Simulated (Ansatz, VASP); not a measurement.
N in VASP and in Ansatz

The input INCAR:

```
SYSTEM = N
ALGO = Normal ; EDIFF = 1E-6
ENCUT = 520 ; GGA = PS
ISIF = 2 ; ISMEAR = 0
LASPH = .True. ; LCHARG = .False.
LREAL = .False. ; LWAVE = .False.
NBANDS = 18 ; NELM = 100
PREC = Accurate ; SIGMA = 0.05
```

KPOINTS

```
k-points
0
Gamma
  6 6 4
  0 0 0
```

File POSCAR:

```
N
1.0
    4.1672328106      0.0000000000      0.0000000000
   -2.0836164053      3.6089294775      0.0000000000
    0.0000000000      0.0000000000      7.0060035100
N
4
Direct
    0.2709879754      0.5419759508      0.2646994127
    0.3333333333      0.6666666667      0.1710699600
    0.6666666667      0.3333333333      0.8289300400
    0.6666666667      0.3333333333      0.6710699600
```

Input for Ansatz:

```yaml
crystal:
  lattice:
    - [4.1672328106, 0.0, 0.0]
    - [-2.0836164053, 3.6089294775, 0.0]
    - [0.0, 0.0, 7.00600351]
  atoms:
    - { symbol: "N", position: [0.2709879754, 0.5419759508, 0.2646994127] }
    - { symbol: "N", position: [0.3333333333, 0.6666666667, 0.17106996] }
    - { symbol: "N", position: [0.6666666667, 0.3333333333, 0.82893004] }
    - { symbol: "N", position: [0.6666666667, 0.3333333333, 0.67106996] }
basis:
  ecutwfc: 420
kpoints:
  mp_grid: { grid: [6, 6, 4] }
hamiltonian:
  xc: pbesol
scf:
  occupations: { method: gaussian, width: 0.05 }
output:
  forces: true
  stress: true
  eigenvalues: true
```

Alike in both runs: task single point; functional PBEsol; k mesh 6 × 6 × 4; occupations gaussian, width 0.05 eV; no spin polarisation.

|  | VASP | Ansatz |
| --- | --- | --- |
| version | VASP 6.6.1 | Ansatz 0.2.0 |
| potentials or method | VASP PAW PBE potentials, release 64 (N) | scalar-relativistic, plane waves, PAW |
| plane-wave cutoff (eV) | 520 | 420 |
| valence electrons in the cell | 20 | 20 |

VASP gave:

```
gap on the k mesh at the Fermi level (eV) : 7.32
least direct gap on the mesh (eV)         : 7.33
rms of the force components (eV/Å)        : 65.047
```

Which values does Ansatz return?

gap on the k mesh at the Fermi level (eV): 7.35; least direct gap on the mesh (eV): 7.36; rms of the force components (eV/Å): 59.979.

Atom by atom the forces differ by 5.117 eV/Å (rms over components). The functional is the same, so the differences come from potentials, cutoffs and numerics.

Caveats: the standard files for N, O and F lose accuracy on very short bonds; the PAW data sets were made with another functional, which shifts forces and pressure a little (VASP). A k mesh can miss the band edges.
